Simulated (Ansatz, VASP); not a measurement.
## Sb: VASP beside Ansatz

File INCAR:

```
SYSTEM = Sb
ALGO = Normal
EDIFF = 1E-6
ENCUT = 520
GGA = PS
ISIF = 2
ISMEAR = 0
LASPH = .True.
LCHARG = .True.
LELF = .True.
LREAL = .False.
LVHAR = .True.
LWAVE = .False.
NBANDS = 8
NELM = 100
PREC = Accurate
SIGMA = 0.1
```

Contents of KPOINTS:

```
k-points
0
Gamma
  4 4 4
  0 0 0
```

Contents of POSCAR:

```
Sb
1.0
    5.2808284840      0.0000000000      0.0000000000
    0.0000000000      5.2808284840      0.0000000000
    0.0000000000      0.0000000000      5.4107142271
Sb
1
Direct
    0.0000000000      0.0000000000      0.0000000000
```

Input for Ansatz:

```yaml
crystal:
  lattice:
    - [5.280828484, 0.0, 0.0]
    - [0.0, 5.280828484, 0.0]
    - [0.0, 0.0, 5.4107142271]
  atoms:
    - { symbol: Sb, position: [0.0, 0.0, 0.0] }
basis:
  ecutwfc: 420
kpoints:
  mp_grid: { grid: [4, 4, 4] }
hamiltonian:
  xc: pbesol
scf:
  occupations: { method: gaussian, width: 0.1 }
output:
  forces: true
  stress: true
  eigenvalues: true
```

Alike in both runs: task single point; functional PBEsol; k mesh 4 × 4 × 4; occupations gaussian, width 0.1 eV; no spin polarisation.

|  | VASP | Ansatz |
| --- | --- | --- |
| version | VASP 6.6.1 | Ansatz 0.2.0 |
| potentials or method | VASP PAW PBE potentials, release 64 (Sb) | scalar-relativistic, plane waves, PAW |
| plane-wave cutoff (eV) | 520 | 420 |
| valence electrons in the cell | 5 | 15 |

|  | VASP | Ansatz | Ansatz less VASP |
| --- | --- | --- | --- |
| gap on the k mesh at the Fermi level (eV) | none | none | - |
| pressure (GPa) | -1.3 | -1.3 | 0.00 |
| largest component of the traceless stress (GPa) | 0.11 | 0.11 | 0.000 |

A gap of «none» marks a metal or a gap that the smearing closes. The two sets of potentials don't hold the same shells in valence.

Caveats: the PAW data sets were made with another functional, which shifts forces and pressure a little (VASP). Spin-orbit coupling is left out, which matters for the levels of Sb.
